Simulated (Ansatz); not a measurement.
# Ag: which structure wins at one pressure

Which of fcc, bcc, hcp, omega, simple hexagonal, sc has the lowest enthalpy for Ag at one common pressure? The runs shown use PAW.

Program: Ansatz 0.2.0. Level of theory: DFT, PBE, PAW with Ansatz's default frozen-core files, scalar-relativistic. These are calculated values, not measurements.

### 1 Starting point

It takes space group Fm-3m (No. 225, cubic). The conventional cell has a = 4.147 Å, b = 4.147 Å, c = 4.147 Å, α = 90.00°, β = 90.00°, γ = 90.00°. Ag (site symmetry m-3m) is surrounded by 12 Ag at 2.93 Å.

As a file:

```cif
data_structure
_symmetry_space_group_name_H-M 'P 1'
_symmetry_Int_Tables_number 1
_cell_length_a 2.9323
_cell_length_b 2.9323
_cell_length_c 2.9323
_cell_angle_alpha 60.000
_cell_angle_beta 60.000
_cell_angle_gamma 60.000
_cell_volume 17.83
loop_
_atom_site_label
_atom_site_type_symbol
_atom_site_fract_x
_atom_site_fract_y
_atom_site_fract_z
_atom_site_occupancy
Ag1 Ag 0.00000 0.00000 0.00000 1
```

### 2 Cell relaxed at zero pressure, PAW

The input, input.yaml:

```yaml
crystal:
  lattice:
    - [0.0, 2.0734371548, 2.0734371548]
    - [2.0734371548, 0.0, 2.0734371548]
    - [2.0734371548, 2.0734371548, 0.0]
  atoms:
    - { symbol: Ag, position: [0.0, 0.0, 0.0] }
kpoints:
  mp_grid: { grid: [16, 16, 16] }
scf:
  occupations: { method: fermi_dirac, width: 0.08 }
hamiltonian:
  xc: pbe
  pseudopotentials: { kind: paw }
output:
  forces: true
  stress: true
relax:
  f_tol: 0.005
  max_steps: 40
  cell: {}
```

Run with:

```bash
$ ansatz run input.yaml --threads 1 --pin off --max-ram 3584MiB --backend cpu --events-out ev --progress --plain --runs-dir out
```

After this run come: Volume scaled by 0.684, to set the pressure, PAW; Fcc relaxed under pressure, PAW; Bcc relaxed under pressure, PAW; Hcp relaxed under pressure, PAW; Omega relaxed under pressure, PAW; Simple hexagonal relaxed under pressure, PAW; Sc relaxed under pressure, PAW.

What does the calculation give? Wanted: pressure; lowest.

As calculated:

```
    quantity                        value
    pressure                      100 GPa
lowest (PAW)  fcc, 7.2 meV/atom under hcp
```

In words: By PAW the order is fcc < hcp < bcc < omega < simple hexagonal < sc. Only these structures were tried, with electrons smeared by 0.08 eV and without vibrations, so the true ground state may be another. The k meshes differ between phases and weren't tested, which can move differences by some meV.
